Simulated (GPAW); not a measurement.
The system is ZrO2.

```xyz
3
Lattice="0.0000 2.5451 2.5451 2.5451 0.0000 2.5451 2.5451 2.5451 0.0000" Properties=species:S:1:pos:R:3 pbc="T T T"
Zr    0.0000    0.0000    0.0000
O     3.8176    3.8176    3.8176
O     1.2725    1.2725    1.2725
```

Measurements of this composition are mostly on another form, of space group No. 14.

Base run:

```yaml
Program: GPAW 26.7.0
Functional: vdW-DF-cx
Potentials_or_basis: GPAW PAW data sets (gpaw-data 1.2.1)
Cutoff: 800 eV
Basis: pw
k_mesh: 9 × 9 × 9
Occupations: fermi-dirac, width 0.05 eV
Spin: no spin polarisation
```

Its results: band gap on the k mesh 3.39 eV, indirect (least direct gap 3.88 eV).

Task: After a change of settings the same cell gave: band gap on the k mesh 3.54 eV, indirect (least direct gap 4.01 eV). Which change was it?
A. functional from vdW-DF-cx to vdW-DF2
B. functional from vdW-DF-cx to AM05; potentials or basis from GPAW PAW data sets (gpaw-data 1.2.1) to PAW data sets generated in the run's folder for this functional
C. functional from vdW-DF-cx to GLLB-SC; potentials or basis from GPAW PAW data sets (gpaw-data 1.2.1) to the program's PAW data sets (release 1.2.1) made for this functional
D. functional from vdW-DF-cx to PBEsol; potentials or basis from GPAW PAW data sets (gpaw-data 1.2.1) to PAW data sets generated in the run's folder for this functional

Result: A.

Runs at the PBE level aren't shown here.
